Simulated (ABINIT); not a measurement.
# SnTe (Fm-3m) in ABINIT: further runs

One crystal, SnTe, is run at these levels: LDA, BLYP+D3; tasks: equation of state.

Program: ABINIT 10.8.3 (patched build). These are calculated values, not measurements. Logs are shortened: lines on timing, memory, paths and dates and some standing lists are left out, and cuts for length are marked. The log counts tension as positive stress, the text compression.

## 1. Starting point

It takes space group Fm-3m (No. 225, cubic). Conventional cell: a = 6.302 Å, b = 6.302 Å, c = 6.302 Å, α = 90.00°, β = 90.00°, γ = 90.00°. Around Te (site symmetry m-3m) lie 6 Sn at 3.15 Å. Sn (site symmetry m-3m) has 6 Te at 3.15 Å as nearest neighbours.

## 2. Equation of state, LDA

run.abi reads:

```
ndtset 7
getwfk -1
scalecart1 3*0.9795861087
scalecart2 3*0.9864848297
scalecart3 3*0.9932883884
scalecart4 3*1.0000000000
scalecart5 3*1.0066227096
scalecart6 3*1.0131594038
scalecart7 3*1.0196128224

pp_dirpath "./"
pseudos "Te.LDA_PW-JTH.xml, Sn.LDA_PW-JTH_sp.xml"

acell 8.4205719959 8.4205719959 8.4205719959
rprim
     0.0000000000     0.7071067812     0.7071067812
     0.7071067812     0.0000000000     0.7071067812
     0.7071067812     0.7071067812     0.0000000000
ntypat 2
znucl 52 50
natom 2
typat 1 2
xred
     0.5000000000     0.5000000000     0.5000000000
     0.0000000000     0.0000000000     0.0000000000

ecut 15.0
pawecutdg 30.0

kptopt 1
ngkpt 7 7 7
nshiftk 1
shiftk 0.0 0.0 0.0

ixc 7

nband 9
occopt 3
tsmear 0.00183747

nstep 100
tolvrs 1.0e-9

iomode 3
prtwf 1
prtden 0
prteig 0
prtebands 0
enunit 1
```

Potentials or basis: JTH PAW LDA v2.0 sp.

On the command line:

```bash
$ abinit run.abi > log 2>&1
```

run.abo:

```text
.Version 10.8.3 of ABINIT
 DATASET    1 : space group Fm -3 m (#225); Bravais cF (face-center cubic)
================================================================================
 Values of the parameters that define the memory need for DATASET  1.
     intxc =       0    ionmov =       0      iscf =      17    lmnmax =      13
     lnmax =       5     mgfft =      30  mpssoang =       3    mqgrid =    3001
     natom =       2  nloc_mem =       2    nspden =       1   nspinor =       1
    nsppol =       1      nsym =      48    n1xccc =       1    ntypat =       2
    occopt =       3   xclevel =       1
       mpw =        1117          nfft =       27000          nkpt =          20
 PAW method is used; the additional fine FFT grid is defined by:
   mgfftf=        45    nfftf =     91125
================================================================================
================================================================================
[... 71 lines left out ...]
 DATASET    7 : space group Fm -3 m (#225); Bravais cF (face-center cubic)
================================================================================
 Values of the parameters that define the memory need for DATASET  7.
     intxc =       0    ionmov =       0      iscf =      17    lmnmax =      13
     lnmax =       5     mgfft =      30  mpssoang =       3    mqgrid =    3001
     natom =       2  nloc_mem =       2    nspden =       1   nspinor =       1
    nsppol =       1      nsym =      48    n1xccc =       1    ntypat =       2
    occopt =       3   xclevel =       1
       mpw =        1267          nfft =       27000          nkpt =          20
 PAW method is used; the additional fine FFT grid is defined by:
   mgfftf=        45    nfftf =     91125
================================================================================
================================================================================

--------------------------------------------------------------------------------
------------- Echo of variables that govern the present computation ------------
--------------------------------------------------------------------------------
 -outvars: echo values of preprocessed input variables --------
            acell      8.4205719959E+00  8.4205719959E+00  8.4205719959E+00 Bohr
              amu      1.27600000E+02  1.18710000E+02
             ecut      1.50000000E+01 Hartree
           enunit           1
           getwfk          -1
              ixc           7
           jdtset        1    2    3    4    5    6    7
         kptrlatt        7    0    0      0    7    0      0    0    7
          kptrlen1     5.77407275E+01
          kptrlen2     5.81473657E+01
          kptrlen3     5.85483947E+01
          kptrlen4     5.89440040E+01
          kptrlen5     5.93343730E+01
          kptrlen6     5.97196719E+01
          kptrlen7     6.01000623E+01
            natom           2
            nband           9
           ndtset           7
            ngfft          30      30      30
          ngfftdg          45      45      45
             nkpt          20
            nstep         100
             nsym          48
           ntypat           2
           occopt           3
        pawecutdg      3.00000000E+01 Hartree
           prtden           0
        prtebands           0
           prteig           0
            rprim1     0.0000000000E+00  6.9267198023E-01  6.9267198023E-01
                       6.9267198023E-01  0.0000000000E+00  6.9267198023E-01
                       6.9267198023E-01  6.9267198023E-01  0.0000000000E+00
            rprim2     0.0000000000E+00  6.9755011263E-01  6.9755011263E-01
                       6.9755011263E-01  0.0000000000E+00  6.9755011263E-01
                       6.9755011263E-01  6.9755011263E-01  0.0000000000E+00
            rprim3     0.0000000000E+00  7.0236095512E-01  7.0236095512E-01
                       7.0236095512E-01  0.0000000000E+00  7.0236095512E-01
                       7.0236095512E-01  7.0236095512E-01  0.0000000000E+00
            rprim4     0.0000000000E+00  7.0710678120E-01  7.0710678120E-01
                       7.0710678120E-01  0.0000000000E+00  7.0710678120E-01
                       7.0710678120E-01  7.0710678120E-01  0.0000000000E+00
            rprim5     0.0000000000E+00  7.1178974407E-01  7.1178974407E-01
                       7.1178974407E-01  0.0000000000E+00  7.1178974407E-01
                       7.1178974407E-01  7.1178974407E-01  0.0000000000E+00
            rprim6     0.0000000000E+00  7.1641188486E-01  7.1641188486E-01
                       7.1641188486E-01  0.0000000000E+00  7.1641188486E-01
                       7.1641188486E-01  7.1641188486E-01  0.0000000000E+00
            rprim7     0.0000000000E+00  7.2097514092E-01  7.2097514092E-01
                       7.2097514092E-01  0.0000000000E+00  7.2097514092E-01
                       7.2097514092E-01  7.2097514092E-01  0.0000000000E+00
          spgroup         225
           tolvrs      1.00000000E-09
           tsmear      1.83747000E-03 Hartree
            typat      1  2
           useylm           1
           xangst1     3.0865288886E+00  3.0865288886E+00  3.0865288886E+00
                       0.0000000000E+00  0.0000000000E+00  0.0000000000E+00
           xangst2     3.1082657236E+00  3.1082657236E+00  3.1082657236E+00
                       0.0000000000E+00  0.0000000000E+00  0.0000000000E+00
           xangst3     3.1297027165E+00  3.1297027165E+00  3.1297027165E+00
                       0.0000000000E+00  0.0000000000E+00  0.0000000000E+00
           xangst4     3.1508499979E+00  3.1508499979E+00  3.1508499979E+00
                       0.0000000000E+00  0.0000000000E+00  0.0000000000E+00
           xangst5     3.1717171624E+00  3.1717171624E+00  3.1717171624E+00
                       0.0000000000E+00  0.0000000000E+00  0.0000000000E+00
           xangst6     3.1923133054E+00  3.1923133054E+00  3.1923133054E+00
                       0.0000000000E+00  0.0000000000E+00  0.0000000000E+00
           xangst7     3.2126470593E+00  3.2126470593E+00  3.2126470593E+00
                       0.0000000000E+00  0.0000000000E+00  0.0000000000E+00
            xcart1     5.8326942791E+00  5.8326942791E+00  5.8326942791E+00
                       0.0000000000E+00  0.0000000000E+00  0.0000000000E+00
            xcart2     5.8737709442E+00  5.8737709442E+00  5.8737709442E+00
                       0.0000000000E+00  0.0000000000E+00  0.0000000000E+00
            xcart3     5.9142809897E+00  5.9142809897E+00  5.9142809897E+00
                       0.0000000000E+00  0.0000000000E+00  0.0000000000E+00
            xcart4     5.9542435599E+00  5.9542435599E+00  5.9542435599E+00
                       0.0000000000E+00  0.0000000000E+00  0.0000000000E+00
            xcart5     5.9936767859E+00  5.9936767859E+00  5.9936767859E+00
                       0.0000000000E+00  0.0000000000E+00  0.0000000000E+00
            xcart6     6.0325978552E+00  6.0325978552E+00  6.0325978552E+00
                       0.0000000000E+00  0.0000000000E+00  0.0000000000E+00
            xcart7     6.0710230814E+00  6.0710230814E+00  6.0710230814E+00
                       0.0000000000E+00  0.0000000000E+00  0.0000000000E+00
             xred      5.0000000000E-01  5.0000000000E-01  5.0000000000E-01
                       0.0000000000E+00  0.0000000000E+00  0.0000000000E+00
            znucl       52.00000   50.00000

================================================================================

 chkinp: Checking input parameters for consistency, jdtset=   1.

 chkinp: Checking input parameters for consistency, jdtset=   2.

 chkinp: Checking input parameters for consistency, jdtset=   3.

 chkinp: Checking input parameters for consistency, jdtset=   4.
[... 31 lines left out ...]
 getcut: wavevector=  0.0000  0.0000  0.0000  ngfft=  30  30  30
         ecut(hartree)=     15.000   => boxcut(ratio)=   2.08837

 Fine grid specifications (used for densities):

 getcut: wavevector=  0.0000  0.0000  0.0000  ngfft=  45  45  45
         ecut(hartree)=     30.000   => boxcut(ratio)=   2.16343

--- Pseudopotential description ------------------------------------------------
- pspini: atom type   1  psp file is ./Te.LDA_PW-JTH.xml
 Pseudopotential format is: paw10
 basis_size (lnmax)=  4 (lmn_size=  8), orbitals=   0   0   1   1
 Spheres core radius: rc_sph= 2.31107438
 Shapefunction is SIN type: shapef(r)=[sin(pi*r/rshp)/(pi*r/rshp)]**2
 Radius for shape functions =  2.10488624
 Compensation charge density is not taken into account in XC energy/potential

- pspini: atom type   2  psp file is ./Sn.LDA_PW-JTH_sp.xml
 Pseudopotential format is: paw10
 basis_size (lnmax)=  5 (lmn_size= 13), orbitals=   0   0   1   1   2
 Spheres core radius: rc_sph= 2.70161971
 Shapefunction is SIN type: shapef(r)=[sin(pi*r/rshp)/(pi*r/rshp)]**2
 Radius for shape functions =  2.11181860
 Compensation charge density is not taken into account in XC energy/potential

   1.35780968E+03                                ecore*ucvol(ha*bohr**3)
--------------------------------------------------------------------------------

================================================================================

--- !BeginCycle
iteration_state: {dtset: 1, }
solver: {iscf: 17, nstep: 100, nline: 4, wfoptalg: 10, }
tolerances: {tolvrs: 1.00E-09, }
...

     iter   Etot(hartree)      deltaE(h)  residm     nres2
 ETOT  1  -12.089024474647    -1.209E+01 5.379E-02 3.856E-01
 ETOT  2  -12.128170469838    -3.915E-02 3.126E-03 4.199E-02
 ETOT  3  -12.127907952786     2.625E-04 7.220E-04 3.715E-03
 ETOT  4  -12.127907644751     3.080E-07 6.557E-04 2.960E-04
 ETOT  5  -12.127907436991     2.078E-07 7.146E-05 1.618E-05
 ETOT  6  -12.127907448827    -1.184E-08 6.542E-05 2.203E-06
 ETOT  7  -12.127907457576    -8.749E-09 6.790E-06 5.149E-08
 ETOT  8  -12.127907457090     4.860E-10 9.658E-06 5.042E-09
 ETOT  9  -12.127907457036     5.450E-11 1.775E-06 5.278E-11
[... 1189 lines left out ...]
 Cartesian components of stress tensor (hartree/bohr^3)
  sigma(1 1)=  1.32756208E-04  sigma(3 2)=  0.00000000E+00
  sigma(2 2)=  1.32756208E-04  sigma(3 1)=  0.00000000E+00
  sigma(3 3)=  1.32756208E-04  sigma(2 1)=  0.00000000E+00

-Cartesian components of stress tensor (GPa)         [Pressure= -3.9058E+00 GPa]
- sigma(1 1)=  3.90582250E+00  sigma(3 2)=  0.00000000E+00
- sigma(2 2)=  3.90582250E+00  sigma(3 1)=  0.00000000E+00
- sigma(3 3)=  3.90582250E+00  sigma(2 1)=  0.00000000E+00

== END DATASET(S) ==============================================================
================================================================================

 -outvars: echo values of variables after computation  --------
            acell      8.4205719959E+00  8.4205719959E+00  8.4205719959E+00 Bohr
           etotal1    -1.2127907457E+01
           etotal2    -1.2128147850E+01
           etotal3    -1.2128074091E+01
           etotal4    -1.2127720947E+01
           etotal5    -1.2127117560E+01
           etotal6    -1.2126290708E+01
           etotal7    -1.2125264163E+01
            fcart1    -0.0000000000E+00 -0.0000000000E+00 -0.0000000000E+00
                      -0.0000000000E+00 -0.0000000000E+00 -0.0000000000E+00
            fcart2    -0.0000000000E+00 -0.0000000000E+00 -0.0000000000E+00
                      -0.0000000000E+00 -0.0000000000E+00 -0.0000000000E+00
            fcart3    -0.0000000000E+00 -0.0000000000E+00 -0.0000000000E+00
                      -0.0000000000E+00 -0.0000000000E+00 -0.0000000000E+00
            fcart4    -0.0000000000E+00 -0.0000000000E+00 -0.0000000000E+00
                      -0.0000000000E+00 -0.0000000000E+00 -0.0000000000E+00
            fcart5    -0.0000000000E+00 -0.0000000000E+00 -0.0000000000E+00
                      -0.0000000000E+00 -0.0000000000E+00 -0.0000000000E+00
            fcart6    -0.0000000000E+00 -0.0000000000E+00 -0.0000000000E+00
                      -0.0000000000E+00 -0.0000000000E+00 -0.0000000000E+00
            fcart7    -0.0000000000E+00 -0.0000000000E+00 -0.0000000000E+00
                      -0.0000000000E+00 -0.0000000000E+00 -0.0000000000E+00
            rprim1     0.0000000000E+00  6.9267198023E-01  6.9267198023E-01
[... 30 lines left out ...]
           strten6     1.1049005842E-04  1.1049005842E-04  1.1049005842E-04
                       0.0000000000E+00  0.0000000000E+00  0.0000000000E+00
           strten7     1.3275620844E-04  1.3275620844E-04  1.3275620844E-04
                       0.0000000000E+00  0.0000000000E+00  0.0000000000E+00
           xangst1     3.0865288886E+00  3.0865288886E+00  3.0865288886E+00
                       0.0000000000E+00  0.0000000000E+00  0.0000000000E+00
           xangst2     3.1082657236E+00  3.1082657236E+00  3.1082657236E+00
                       0.0000000000E+00  0.0000000000E+00  0.0000000000E+00
           xangst3     3.1297027165E+00  3.1297027165E+00  3.1297027165E+00
                       0.0000000000E+00  0.0000000000E+00  0.0000000000E+00
           xangst4     3.1508499979E+00  3.1508499979E+00  3.1508499979E+00
                       0.0000000000E+00  0.0000000000E+00  0.0000000000E+00
           xangst5     3.1717171624E+00  3.1717171624E+00  3.1717171624E+00
                       0.0000000000E+00  0.0000000000E+00  0.0000000000E+00
           xangst6     3.1923133054E+00  3.1923133054E+00  3.1923133054E+00
                       0.0000000000E+00  0.0000000000E+00  0.0000000000E+00
           xangst7     3.2126470593E+00  3.2126470593E+00  3.2126470593E+00
                       0.0000000000E+00  0.0000000000E+00  0.0000000000E+00
             xred      5.0000000000E-01  5.0000000000E-01  5.0000000000E-01
                       0.0000000000E+00  0.0000000000E+00  0.0000000000E+00
 Calculation completed.
```

Wall time 35 s (1 thread of Arm Neoverse V1, shared host); peak memory 0.12 GiB.

Results:

* Equilibrium volume: 30.19 Å³/atom
* Bulk modulus: 51 GPa
* Pressure derivative of the bulk modulus: 4.5

Energy against volume, from the lowest point:
```
volume (Å³/atom)  energy (meV/atom)
          29.404               3.27
          30.030               0.00
          30.656               1.00
          31.281               5.81
          31.907              14.02
          32.532              25.27
          33.158              39.23
```

Caveat: pressures at fixed basis lie under the slope of the energies; this odd mesh misses L, where the gap lies, so gap, dielectric constants and Born charges aren't listed; this set keeps more shells in the core, which shifts pressures and gaps. LDA usually gives volumes a few per cent too small.

## 3. Equation of state, BLYP+D3

Edit run.abi of step 2 so:

```diff
@@ -11,5 +11,5 @@
 pp_dirpath "./"
-pseudos "Te.LDA_PW-JTH.xml, Sn.LDA_PW-JTH_sp.xml"
+pseudos "Te.GGA_PBE-JTH.xml, Sn.GGA_PBE-JTH.xml"
 
-acell 8.4205719959 8.4205719959 8.4205719959
+acell 4.455974803 4.455974803 4.455974803 Angstrom
 rprim
@@ -26,3 +26,3 @@
 
-ecut 15.0
+ecut 408.170794 eV
 pawecutdg 30.0
@@ -34,7 +34,8 @@
 
-ixc 7
+ixc -106131
+vdw_xc 6
 
-nband 9
+nband 14
 occopt 3
-tsmear 0.00183747
+tsmear 0.05 eV
```

Potentials or basis: JTH PAW PBE v2.0.

On the command line:

```bash
$ abinit run.abi > log 2>&1
```

Run time: 84 s. Hardware: 1 thread of Arm Neoverse V1, shared host; peak memory 0.14 GiB.

It converged, with:

* Equilibrium volume: 34.30 Å³/atom (rough: see the caveat)
* Bulk modulus: 38 GPa (rough)

Energy against volume, from the lowest point:
| volume (Å³/atom) | energy (meV/atom) |
| --- | --- |
| 29.404 | 104.02 |
| 30.030 | 74.88 |
| 30.656 | 51.08 |
| 31.281 | 32.16 |
| 31.907 | 17.61 |
| 32.532 | 7.06 |
| 33.158 | 0.00 |

Caveat: the cutoff is too short for stress, so the log's stress isn't used; pressures at fixed basis lie under the slope of the energies; this odd mesh misses L, where the gap lies, so gap, dielectric constants and Born charges aren't listed; the minimum lies outside the volumes run; the PAW data sets were made with another functional, which shifts forces and pressure a little. Spin-orbit coupling is left out, which matters for the levels of Te.
